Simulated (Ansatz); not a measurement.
# TiO2 (P1) in Ansatz: further runs

The runs below take TiO2 through relaxation of the atoms, relaxation of cell and atoms, with PBE, revPBE.

Program: Ansatz 0.2.0. These are calculated values, not measurements. Logs are shortened: lines on timing, memory, paths and dates and some standing lists are left out, and cuts for length are marked.

## 1. The structure

The typed cell holds 9 atoms: a = 2.968 Å, b = 4.708 Å, c = 7.241 Å, α = 88.08°, β = 78.18°, γ = 90.00°.

The cell comes from a database or a generator and needn't be the stable form of this composition.

## 2. Relaxation of the atoms, PBE (strained by -1 %)

The input, input.yaml:

```yaml
crystal:
  lattice:
    - [2.9385819008, 0.0, 0.0]
    - [0.0002060026, 4.7076067549, 0.0]
    - [1.4687339249, 0.242353462, 7.0834647979]
  atoms:
    - { symbol: Ti, position: [0.00337187, 0.00038881, 0.00070319] }
    - { symbol: Ti, position: [0.34464021, 0.48025965, 0.31695987] }
    - { symbol: Ti, position: [0.66170814, 0.52047436, 0.68449636] }
    - { symbol: O, position: [0.44003816, 0.18543769, 0.1285388] }
    - { symbol: O, position: [0.77792634, 0.29772875, 0.45187807] }
    - { symbol: O, position: [0.10123624, 0.30895342, 0.80624322] }
    - { symbol: O, position: [0.90649721, 0.69183699, 0.19517157] }
    - { symbol: O, position: [0.22940715, 0.70300728, 0.54951473] }
    - { symbol: O, position: [0.56802567, 0.81530006, 0.87282718] }
hamiltonian:
  xc: pbe
  pseudopotentials: { kind: paw }
kpoints:
  mp_grid: { grid: [7, 5, 3] }
scf:
  occupations: { method: fermi_dirac, width: 0.05 }
output:
  forces: true
  stress: true
  eigenvalues: true
relax:
  f_tol: 0.01
  max_steps: 40
```

Potentials or basis: Ansatz PAW.

On the command line:

```
$ ansatz run input.yaml --threads 4 --pin off --max-ram 11264MiB --backend cpu --events-out ev --progress --plain --runs-dir out
```

The log of the run:

```text
Warning: output.stress: scf.convergence.dr2_threshold = 1e-7 eV (the SCF's general default) is looser than the 9e-10 eV advised for a printed stress (1e-10 eV for each atom of the cell: 9). What an SCF threshold leaves in a stress goes as its square root, and in the free energy as the threshold itself, and one threshold admits the most on a small cell: of the crystals measured, under no hybrid functional and no lock of the moments, on runs that ended without the residual-converged pass, on stresses that held no estimate of that error, the worst erred by over 100 MPa in a component at 1e-7 eV an atom and by under 5 at 1e-10. Every solve of this run answers to scf.convergence.dr2_threshold, and the tensor of one is reported: a single SCF on the reported geometry and on this run's grids (its basis.xc_grid and basis.ecutrho_ratio typed), with scf.convergence.dr2_threshold at 9e-10 eV or tighter, prints it and tightens no other solve. Else set scf.convergence.dr2_threshold to 9e-10 eV or tighter. The threshold is an SCF's pass mark: one that does not reach it within its budget of iterations ends unconverged, or closes short of it on a stop that the run arms, and scf.convergence.dr2_threshold's page says what that costs each kind of run
Warning: RAYON_NUM_THREADS=4 ignored (pool sized by the plan → 4); use --threads N
Engine: ansatz 0.2.0, aarch64-unknown-linux-gnu
Pseudopotentials: kind: paw
Pseudopotential: Ti, paw, valence charge 12, recommended cutoff 420 eV (normal), Ti.paw.azcp
Pseudopotential: O, paw, valence charge 6, recommended cutoff 420 eV (normal), O.paw.azcp
Functional definition: PBE
  parameter kappa = 0.804
  parameter beta = 0.06672455060314922
  exchange = pbe_x(kappa = kappa, mu = beta*pi^2/3)
  correlation = pbe_c(beta = beta)
Crystal: 9 atoms, lattice volume = 97.990 Å³
Basis set: ecut = 420 eV, 1907 PW (Γ), exchange–correlation on 40×64×100 points (8 copies of the dense FFT grid, shifted against one another)
Bands: 45, of which v1, the nominal top of the filled ones, is band 36 counted from 1 (35 counted from 0)
Symmetry: 1 space group operations
Space group: P1 (ITA 1), of the structure as read, at distance tolerance 4.6e-5 Å
k-points: 53 of 105 (time reversal used)
Non-local potential: Ti, projectors of the file, l = 0: 3, l = 1: 2, l = 2: 3, l = 3: 1
Non-local potential: O, projectors of the file, l = 0: 2, l = 1: 2, l = 2: 1
PAW form: soft (Blöchl's): semilocal exchange-correlation on the pseudo side does not see the compensation charge
PAW one-centre angular grid: Ti, 590 points (default); XC on 64 Gauss nodes
PAW one-centre angular grid: O, 110 points (default); XC on 64 Gauss nodes
Initial density: superposition of atomic densities (neutral atoms: chi_scale 0, normalization atom), corrected by the library's trained network
Initial wavefunctions: pseudopotential atomic-orbital guess
Functional: x = pbe(κ = 0.804, μ = 0.2195149727645171), c = pbe(β = 0.06672455060314922)
SCF iter   1: F=—  HF=-10915.711232 eV  |F-HF|=—  |Δ(HF+E_count)|=         —  Δρ=3.42e-3  dr2=8.63e-3  ethr=1.77e-3  ⟨swp⟩=5.2  Hψ=9391  notcnv=0
preconditioner: auto → Resta (q_TF=auto, 2.592 Å⁻¹)  ε∞=8.5  [insulator: Δε(μ)=2.322 eV  Ē_g=9.499 eV  σ=0.050 eV  W_gap=1.00  n_scr=30 (ndim 8)  ℏωp=26.0 eV  f_vac=0.074  D(μ)=0.00/eV (n_scr^D=0)  ε∞_Penn≈8.5]
SCF iter   2: F=—  HF=-10915.711713 eV  |F-HF|=—  |Δ(HF+E_count)|=   4.81e-4  Δρ=1.90e-3  dr2=1.80e-3  ethr=1.20e-5  ⟨swp⟩=2.5  Hψ=3877  notcnv=0
SCF iter   3: F=—  HF=-10915.712090 eV  |F-HF|=—  |Δ(HF+E_count)|=   3.77e-4  Δρ=9.60e-4  dr2=6.67e-4  ethr=2.50e-6  ⟨swp⟩=2.0  Hψ=3251  notcnv=0
SCF iter   4: F=—  HF=-10915.712230 eV  |F-HF|=—  |Δ(HF+E_count)|=   1.40e-4  Δρ=2.28e-4  dr2=6.60e-5  ethr=9.26e-7  ⟨swp⟩=2.0  Hψ=3169  notcnv=0
SCF iter   5: F=—  HF=-10915.712239 eV  |F-HF|=—  |Δ(HF+E_count)|=   8.98e-6  Δρ=1.22e-4  dr2=1.40e-5  ethr=9.17e-8  ⟨swp⟩=2.0  Hψ=3227  notcnv=0
SCF iter   6: F=—  HF=-10915.712243 eV  |F-HF|=—  |Δ(HF+E_count)|=   4.30e-6  Δρ=5.68e-5  dr2=3.74e-6  ethr=1.95e-8  ⟨swp⟩=2.0  Hψ=3252  notcnv=0
SCF iter   7: F=-10915.712244 eV  HF=-10915.712244 eV  |F-HF|=8.92e-8  |Δ(HF+E_count)|=   5.22e-7  Δρ=2.07e-5  dr2=4.83e-7  ethr=3.47e-9  ⟨swp⟩=7.8  Hψ=9280  notcnv=0
SCF 1 converged in 7 iterations: F = -10915.712244 eV  dr2 = 4.83e-7
relax step   1: F+E_penalty+E_count = -10915.71224398 eV  Δ(F+E_penalty+E_count) = +0.000e0 eV  max|allowed force component| = 2.546e-1 eV/Å  Δτ_max = 0.0000 Å  (7 SCF iters, dr2 threshold 2.50e-6 eV, accepted)
Initial density: handed on by an earlier stage of this run
[... 22 lines left out ...]
SCF iter   4: F=—  HF=-10915.718117 eV  |F-HF|=—  |Δ(HF+E_count)|=   8.71e-6  Δρ=4.22e-5  dr2=1.28e-6  ethr=6.52e-8  ⟨swp⟩=2.0  Hψ=3369  notcnv=0  defer=75
SCF iter   5: F=—  HF=-10915.718117 eV  |F-HF|=—  |Δ(HF+E_count)|=   1.87e-7  Δρ=2.89e-5  dr2=8.41e-7  ethr=1.78e-9  ⟨swp⟩=2.0  Hψ=3535  notcnv=0  defer=75
SCF iter   6: F=-10915.718117 eV  HF=-10915.718117 eV  |F-HF|=1.40e-8  |Δ(HF+E_count)|=   1.01e-7  Δρ=7.59e-6  dr2=6.77e-8  ethr=1.97e-10  ⟨swp⟩=7.0  Hψ=10001  notcnv=0
SCF 4 converged in 6 iterations: F = -10915.718117 eV  dr2 = 6.77e-8
relax step   4: F+E_penalty+E_count = -10915.71811690 eV  Δ(F+E_penalty+E_count) = -2.025e-4 eV  max|allowed force component| = 1.200e-2 eV/Å  Δτ_max = 0.0044 Å  (6 SCF iters, dr2 threshold 1.42e-7 eV, accepted)
SCF iter   1: F=—  HF=-10915.718136 eV  |F-HF|=—  |Δ(HF+E_count)|=         —  Δρ=2.08e-4  dr2=2.86e-5  ethr=3.08e-7  ⟨swp⟩=2.0  Hψ=4716  notcnv=0
preconditioner: auto → Resta (q_TF=auto, 2.592 Å⁻¹)  ε∞=8.5  [insulator: Δε(μ)=2.325 eV  Ē_g=9.491 eV  σ=0.050 eV  W_gap=1.00  n_scr=30 (ndim 8)  ℏωp=26.0 eV  f_vac=0.073  D(μ)=0.00/eV (n_scr^D=0)  ε∞_Penn≈8.5]
SCF iter   2: F=—  HF=-10915.718138 eV  |F-HF|=—  |Δ(HF+E_count)|=   1.77e-6  Δρ=1.05e-4  dr2=6.71e-6  ethr=3.98e-8  ⟨swp⟩=2.0  Hψ=3792  notcnv=0
SCF iter   3: F=—  HF=-10915.718136 eV  |F-HF|=—  |Δ(HF+E_count)|=   1.24e-6  Δρ=5.27e-5  dr2=2.25e-6  ethr=9.31e-9  ⟨swp⟩=2.0  Hψ=3386  notcnv=0
SCF iter   4: F=—  HF=-10915.718136 eV  |F-HF|=—  |Δ(HF+E_count)|=   3.84e-7  Δρ=1.24e-5  dr2=1.11e-7  ethr=3.12e-9  ⟨swp⟩=2.0  Hψ=3281  notcnv=0
SCF iter   5: F=-10915.718136 eV  HF=-10915.718136 eV  |F-HF|=2.31e-8  |Δ(HF+E_count)|=   1.09e-9  Δρ=6.72e-6  dr2=4.05e-8  ethr=1.39e-10  ⟨swp⟩=7.0  Hψ=8526  notcnv=0
SCF 5 converged in 5 iterations: F = -10915.718136 eV  dr2 = 4.05e-8
relax step   5: F+E_penalty+E_count = -10915.71813606 eV  Δ(F+E_penalty+E_count) = -1.915e-5 eV  max|allowed force component| = 4.468e-3 eV/Å  Δτ_max = 0.0015 Å  (5 SCF iters, accepted)
SCF converged after 5 iterations
Free energy (F): -10915.718136 eV
Harris-Foulkes:  -10915.718136 eV  (|F-HF|=2.31e-8)
Internal energy: -10915.718136 eV  (E = F + TS)
E sigma→0 (E₀):  -10915.718136 eV
Fermi energy:    9.190076 eV
--- Per-component energies (eV) ---
  E_band       = -642.280995
  E_kinetic    = 1871.875926
  E_local      = -5177.514372  (includes V_loc(G=0)·N_el)
  E_nonlocal   = 294.952664
  E_hartree    = 2009.466943
  E_xc         = -739.599128
  E_vxc        = -936.702303  (∫ρ·V_xc dr)
  E_paw        = -4083.098674  (= ΣΔE_a)
  E_vpaw       = -713.846421  (= ΣTr[D̂ρ^β])
  E_aug_tail   = 0.015339  (compensation charges beyond the density's cutoff)
  E_ewald      = -5091.816833
  E_smearing   = -0.000000  (= −TS)
  E_closure    = -0.000000  (closes the sum)
  Σ components = -10915.718136   (vs F -10915.718136, Δ=0.00e0)
--- Forces (eV/Å), atoms counted from 1 ---
  atom   1  Ti     0.00044477    -0.00002053     0.00008260
  atom   2  Ti    -0.00027025     0.00262701     0.00398358
  atom   3  Ti    -0.00009758    -0.00260403    -0.00396840
  atom   4  O     -0.00007569    -0.00294659    -0.00411475
  atom   5  O     -0.00002470    -0.00005381    -0.00222665
  atom   6  O     -0.00011761    -0.00330241     0.00437957
  atom   7  O      0.00009608     0.00333789    -0.00446829
  atom   8  O      0.00005927     0.00006288     0.00228318
  atom   9  O     -0.00000683     0.00289935     0.00404926
  max |Σ_I F_I| component: 7.47e-6 eV/Å
--- Stress (GPa, compression-positive) ---
        7.284972      -0.002969       0.009503
       -0.002969       4.322138       0.096056
        0.009503       0.096053       4.884740
  P = ⅓ Tr σ = 5.4973 GPa (54.973 kbar)
--- Band table (eV; the first three rows and the last of 53) ---
  k-point 0: bands = ["-48.5557", "-48.4195", "-48.3828", "-24.8648", "-24.8549", "-24.7868", "-24.6601", "-24.6588", "-24.6166", "-24.5410", "-24.5162", "-24.4602", "-9.8358", "-8.8668", "-8.7838", "-8.2784", "-8.2412", "-7.9297", "3.0669", "3.2871", "3.6330", "3.7730", "4.4228", "4.5281", "4.8134", "4.8638", "4.8670", "5.4350", "5.9651", "6.4873", "6.5329", "7.1380", "7.6525", "7.7081", "7.7963", "8.0116", "10.3503", "10.7940", "10.8738", "10.9738", "11.2494", "11.2888", "11.5384", "11.8638", "12.7047"]
  k-point 1: bands = ["-48.5557", "-48.4196", "-48.3826", "-24.8929", "-24.8339", "-24.7632", "-24.6798", "-24.6603", "-24.6020", "-24.5514", "-24.5154", "-24.4607", "-9.6719", "-9.2459", "-8.7380", "-8.2201", "-8.0695", "-7.9811", "2.8156", "3.3193", "3.5373", "4.0337", "4.3344", "4.4382", "4.5147", "4.8316", "5.5017", "5.7900", "6.1074", "6.4557", "6.8009", "6.9331", "7.3289", "7.3805", "7.6160", "8.0257", "10.4626", "10.7910", "10.8867", "11.0541", "11.1491", "11.1539", "11.4629", "12.1337", "12.6913"]
  k-point 2: bands = ["-48.5556", "-48.4196", "-48.3827", "-24.8898", "-24.8331", "-24.7801", "-24.6673", "-24.6598", "-24.6099", "-24.5444", "-24.5161", "-24.4604", "-9.7366", "-8.9502", "-8.8190", "-8.2642", "-8.1816", "-8.0003", "3.0292", "3.3047", "3.6132", "3.8536", "4.4404", "4.5132", "4.8102", "4.8236", "5.1298", "5.6224", "6.1571", "6.4793", "6.6684", "6.9071", "7.3727", "7.5343", "7.5352", "7.8294", "10.3994", "10.7909", "10.8669", "10.9758", "11.2568", "11.4708", "11.4864", "11.9053", "12.6567"]
  k-point 52: bands = ["-48.5141", "-48.3636", "-48.3554", "-25.1116", "-24.9804", "-24.9750", "-24.7334", "-24.7275", "-24.6345", "-24.5975", "-24.5622", "-24.5609", "-8.8120", "-8.7546", "-8.5071", "-8.3279", "-8.2106", "-8.0997", "3.4231", "3.5559", "3.9020", "4.0381", "4.2527", "4.5070", "4.5581", "4.9788", "5.1678", "5.7540", "5.9224", "6.0387", "6.3278", "6.3999", "6.6464", "6.8280", "7.0783", "7.3204", "10.5985", "10.7797", "11.2907", "11.5103", "11.5481", "11.7415", "11.8109", "12.0465", "12.1624"]
--- Relaxed structure (5 steps of the walk, 5 accepted, 0 SCFs on fresh bases) ---
  F+E_penalty+E_count = -10915.71813606 eV   max|allowed force component| = 4.468e-3 eV/Å
  atoms:
    - { symbol: Ti, position: [0.0034673083537800358, 0.00037706928767483155, 0.0007022612913738962] }
    - { symbol: Ti, position: [0.34504288267848887, 0.48042810018248827, 0.31798398188317867] }
    - { symbol: Ti, position: [0.6623410438525358, 0.5203236613363242, 0.683420741656288] }
    - { symbol: O, position: [0.4395679864880747, 0.18604240417414672, 0.12888589811671225] }
    - { symbol: O, position: [0.77750607772592, 0.2940222955313583, 0.45307971593961854] }
    - { symbol: O, position: [0.10152135552381597, 0.30804945782178483, 0.8050558980371046] }
    - { symbol: O, position: [0.9058278384683218, 0.6927035454111474, 0.1963534541563474] }
    - { symbol: O, position: [0.22984078627375337, 0.7067297788243319, 0.5483283766372846] }
    - { symbol: O, position: [0.5677357106353096, 0.8147106974307445, 0.8725226622820925] }
```

Wall time 24 s (4 threads of Arm Neoverse V2, shared host); peak memory 0.5 GiB.

What came out:

```
Free energy                  : -10915.7181 eV
Energy gained by relaxing    : 0.7 meV/atom
Ionic steps                  : 5
Pressure after relaxing      : 5.5 GPa
Largest force after relaxing : 0.006 eV/Å
Band gap on the k mesh       : 2.32 eV, indirect (least direct gap 2.34 eV)
```

Forces on the atoms (eV/Å):
```
Ti   0.000  0.000  0.000
Ti   0.000  0.003  0.004
Ti   0.000 -0.003 -0.004
O    0.000 -0.003 -0.004
O    0.000  0.000 -0.002
O    0.000 -0.003  0.004
O    0.000  0.003 -0.004
O    0.000  0.000  0.002
O    0.000  0.003  0.004
```

Step by step:
```csv
step,energy change (eV),largest force (eV/Å)
1,0.0000,0.2613
2,-0.0052,0.0791
3,-0.0057,0.0394
4,-0.0059,0.0121
5,-0.0059,0.0056
```

Final structure:
```
CELL_PARAMETERS angstrom
2.93858 0.00000 0.00000
0.00021 4.70761 0.00000
1.46873 0.24235 7.08346
ATOMIC_POSITIONS crystal
Ti 0.00347 0.00038 0.00070
Ti 0.34504 0.48043 0.31798
Ti 0.66234 0.52032 0.68342
O 0.43957 0.18604 0.12889
O 0.77751 0.29402 0.45308
O 0.10152 0.30805 0.80506
O 0.90583 0.69270 0.19635
O 0.22984 0.70673 0.54833
O 0.56774 0.81471 0.87252
```

Caveat: odd divisions of the mesh miss points on the zone boundary, where band edges often lie, so the gap on the mesh can be too wide; the pressure holds a Pulay correction of +0.7 GPa for the finite cutoff; the thresholds are loose for stress.

## 3. Relaxation of cell and atoms, revPBE

Edit input.yaml of step 2 so:

```diff
@@ -2,5 +2,5 @@
   lattice:
-    - [2.9385819008, 0.0, 0.0]
-    - [0.0002060026, 4.7076067549, 0.0]
-    - [1.4687339249, 0.242353462, 7.0834647979]
+    - [2.9682645463, 0.0, 0.0]
+    - [0.0002080834, 4.7076067549, 0.0]
+    - [1.4835696211, 0.242353462, 7.0834647979]
   atoms:
@@ -16,6 +16,6 @@
 hamiltonian:
-  xc: pbe
+  xc: revpbe
   pseudopotentials: { kind: paw }
 kpoints:
-  mp_grid: { grid: [7, 5, 3] }
+  mp_grid: { grid: [9, 6, 4] }
 scf:
@@ -26,2 +26,6 @@
   eigenvalues: true
+  write_density: true
+  write_potential: true
+  elf: true
+  volumetric_format: npy
 relax:
@@ -29 +33,2 @@
   max_steps: 40
+  cell: { stress_tol: 0.05 }
```

Potentials or basis: Ansatz PAW.

On the command line:

```
$ ansatz run input.yaml --threads 4 --pin off --max-ram 11264MiB --backend cpu --events-out ev --progress --plain --runs-dir out
```

Wall time 6.8 min (4 threads of Arm Neoverse V2, shared host); peak memory 0.68 GiB.

Results (log left out):

| Quantity | Value |
| --- | --- |
| Free energy | -10932.5866 eV |
| Relaxed volume | 11.53 Å³/atom |
| Relaxed cell | a = 2.999 Å, b = 4.831 Å, c = 7.318 Å, α = 88.57°, β = 78.32°, γ = 89.80° |
| Space group after relaxing (to 0.05 Å) | P1 (No. 1) |
| Energy gained by relaxing | 10.4 meV/atom |
| Ionic steps | 25 |
| Pressure after relaxing | 0.0 GPa |
| Largest force after relaxing | 0.004 eV/Å |
| Band gap on the k mesh | 2.41 eV, indirect (least direct gap 2.46 eV) |

Forces on the atoms (eV/Å):
```
Ti   0.000  0.000  0.000
Ti   0.001  0.000 -0.003
Ti   0.000  0.001  0.003
O    0.000  0.002  0.002
O   -0.001 -0.003  0.000
O    0.000  0.002 -0.003
O    0.000 -0.002  0.003
O    0.001  0.002  0.000
O    0.000 -0.002 -0.002
```

The path:
```
step  energy change (eV)  largest force (eV/Å)  volume (Å³)
   1              0.0000                0.2595        98.98
   2             -0.0611                0.1388       101.87
   3             -0.0645                0.0562       102.79
   4             -0.0646                0.0493       102.91
   5             -0.0649                0.0405       102.92
   6             -0.0652                0.0244       102.92
   7             -0.0654                0.0170       102.91
   8             -0.0656                0.0077       102.90
   9             -0.0656                0.0050       102.89
  10             -0.0655                0.0073       102.92
  11             -0.0656                0.0059       102.90
  12             -0.0656                0.0069       102.90
  13             -0.0657                0.0194       102.88
  14             -0.0658                0.0279       102.88
  15             -0.0659                0.0401       102.87
  16             -0.0692                0.0687       103.12
  17             -0.0700                0.0159       103.21
  18             -0.0699                0.0118       103.23
  19             -0.0699                0.0131       103.26
  20             -0.0699                0.0033       103.33
  21             -0.0924                0.0035       103.33
  22             -0.0900                0.0460       103.98
  23             -0.0912                0.0167       103.82
  24             -0.0914                0.0036       103.79
  25             -0.0932                0.0036       103.79
```

Final structure:
```cif
data_structure
_symmetry_space_group_name_H-M 'P 1'
_symmetry_Int_Tables_number 1
_cell_length_a 2.9987
_cell_length_b 4.8308
_cell_length_c 7.3184
_cell_angle_alpha 88.572
_cell_angle_beta 78.317
_cell_angle_gamma 89.801
_cell_volume 103.79
loop_
_atom_site_label
_atom_site_type_symbol
_atom_site_fract_x
_atom_site_fract_y
_atom_site_fract_z
_atom_site_occupancy
Ti1 Ti 0.96325 0.00047 0.00069 1
Ti2 Ti 0.32598 0.48762 0.31692 1
Ti3 Ti 0.68594 0.51303 0.68463 1
O1 O 0.44686 0.18713 0.12874 1
O2 O 0.78686 0.30441 0.44944 1
O3 O 0.10477 0.30547 0.80502 1
O4 O 0.91360 0.69554 0.19625 1
O5 O 0.23044 0.69590 0.55205 1
O6 O 0.57514 0.81383 0.87259 1
```

Levels at points of the mesh, in eV from the valence-band top:
```csv
k point,band 32,band 33,band 34,band 35,band 36,band 37,band 38,band 39,band 40,band 41
"(0.00, 0.00, 0.00)",-0.86,-0.48,-0.39,-0.28,-0.05,2.42,2.70,2.87,2.94,3.19
"(0.00, 0.00, -0.50)",-1.06,-0.86,-0.75,-0.31,-0.12,2.54,2.68,2.74,3.04,3.07
"(0.00, -0.50, 0.00)",-1.06,-0.97,-0.84,-0.79,-0.72,2.50,2.71,2.75,3.08,3.15
"(0.00, -0.50, -0.50)",-1.21,-0.80,-0.72,-0.67,-0.20,2.41,2.65,2.73,2.88,3.28
```

Caveat: odd divisions of the mesh miss points on the zone boundary, where band edges often lie, so the gap on the mesh can be too wide; the plane-wave basis is chosen anew once the cell has moved, so the energies of steps on either side of that aren't comparable; the pressure holds a Pulay correction of +0.6 GPa for the finite cutoff; the PAW data sets come from PBE, with cores solved anew for the run's functional, which leaves a small shift of forces and pressure. A k mesh can miss the band edges.
